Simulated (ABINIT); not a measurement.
Crystal: Ca.

```
Ca
1.0
     0.00000    2.79420    2.79420
     2.79420    0.00000    2.79420
     2.79420    2.79420    0.00000
Ca
1
Direct
  0.00000 0.00000 0.00000
```

```yaml
Program: ABINIT 10.8.3 (patched build)
Task: relaxation of cell and atoms
Functional: PBEsol
Potentials_or_basis: PseudoDojo NC SR PBEsol v0.4.1 standard
Cutoff: 925 eV
k_mesh: 6 × 6 × 6
Occupations: fermi-dirac, width 0.05 eV
Spin: no spin polarisation
```

At the start: pressure -1.2 GPa; volume 43.63 Å³/atom.

Problem. Where does the relaxation end?

Solution. Over 5 steps the energy falls by 13.2 meV/atom and the volume is 40.36 Å³/atom (-7.5 %); space group Fm-3m (No. 225, to 0.05 Å).

The path:
| step | energy change (eV) | largest force (eV/Å) | pressure (GPa) | volume (Å³) |
| --- | --- | --- | --- | --- |
| 1 | 0.0000 | 0.0000 | -1.22 | 43.63 |
| 2 | -0.0012 | 0.0000 | -1.17 | 43.47 |
| 3 | -0.0131 | 0.0000 | 0.11 | 40.11 |
| 4 | -0.0132 | 0.0000 | -0.01 | 40.38 |
| 5 | -0.0132 | 0.0000 | 0.00 | 40.36 |

Final structure:
```yaml
crystal:
  lattice:
    - [0.00000, 2.72259, 2.72259]
    - [2.72259, 0.00000, 2.72259]
    - [2.72259, 2.72259, 0.00000]
  atoms:
    - { symbol: Ca, position: [0.00000, 0.00000, 0.00000] }
```
